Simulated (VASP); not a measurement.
A series in volume per atom on InP

Results calculated with VASP 6.6.1, not measured. Plane-wave PAW density functional theory at fixed cell and atoms, no spin polarisation; stress and pressure are positive in compression.

Cell of the first row (space group F-43m, No. 216):
```
InP
1.0
      0.0000     2.8356     2.8356
      2.8356     0.0000     2.8356
      2.8356     2.8356     0.0000
In P
1 1
Direct
  0.00000 0.00000 0.00000
  0.25000 0.25000 0.25000
```

Settings of every row: functional PBE; spin orbit no; screening parameter 0 Å⁻¹; occupations Fermi-Dirac; smearing width 0.02 eV; wave cutoff 520 eV; datasets recommended PBE set; valence electrons 18; k mesh a 8; k mesh b 8; k mesh c 8.

| row | volume per atom (Å³) | pressure (GPa) |
| --- | --- | --- |
| 1 | 22.801 | 12.39 |
| 2 | 23.521 | 9.11 |
| 3 | 24.256 | 6.25 |
| 4 | 25.006 | 3.77 |
| 5 | 25.771 | 1.6 |
| 6 | 27.349 | -1.87 |
| 7 | 28.161 | -3.24 |
| 8 | 28.989 | -4.36 |
| 9 | 30.047 | ? |

Question: what pressure should row 9 give?

Worked fit of pressure. Take u = (V_r/V)^(2/3) − 1 with V_r = 25.389 Å³ an atom, which is twice the finite (Eulerian) strain; such expansions in the strain, on which the Birch-Murnaghan equation of state is built, carry the rest volume and the bulk modulus. The shown rows have u = 0.07431, 0.05227, 0.0309, 0.01018, -0.00991, -0.04837, -0.06675, -0.08461. Least squares give pressure = 2.633 + 107.615 × u + 306.72 × u² + 149.5 × u³ GPa; a parabola predicts inner rows, each left out in turn, worse (root mean square 0.021 against 0.012 GPa). The rows lie off it by 0.01, -0.01, -0.01, 0.01, 0.00, 0.00, -0.01, 0.01. The pressure vanishes at u = -0.0264, or V = 26.43 Å³ an atom, and there the bulk modulus at fixed shape and fractions is B = −V dP/dV = (2/3)(1 + u) dP/du = 59.5 GPa. The withheld row has u = -0.10622, so the fit gives 2.633 + 107.615 × (-0.10622) + 306.72 × (-0.10622)² + 149.5 × (-0.10622)³ = -5.52 GPa.

The calculation gave -5.57 GPa. The fit lies 0.05 GPa (0.28 % of the column's range) above it; its largest miss of a shown row is 0.01 GPa. This row lies beyond the range of the fit.
